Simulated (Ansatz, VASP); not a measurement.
# Be: VASP beside Ansatz

```xyz
2
Lattice="2.2657 0.0000 0.0000 -1.1328 1.9621 0.0000 0.0000 0.0000 3.5587" Properties=species:S:1:pos:R:3 pbc="T T T"
Be    0.0000    1.3081    0.8897
Be    1.1328    0.6540    2.6690
```

Alike in both runs: task single point; functional PBE; k mesh 16 × 16 × 9; occupations fermi-dirac, width 0.1 eV; no spin polarisation.

|  | VASP | Ansatz |
| --- | --- | --- |
| version | VASP 6.6.1 | Ansatz 0.2.0 |
| potentials or method | VASP PAW PBE potentials, release 64 (Be) | plane waves (420 eV) with PAW, scalar-relativistic |
| plane-wave cutoff (eV) | 520 | 420 |
| valence electrons in the cell | 4 | 4 |

VASP gave:

- pressure (GPa): 0.1

Task: Which values does Ansatz return?

Result: Pressure (GPa): 0.0.
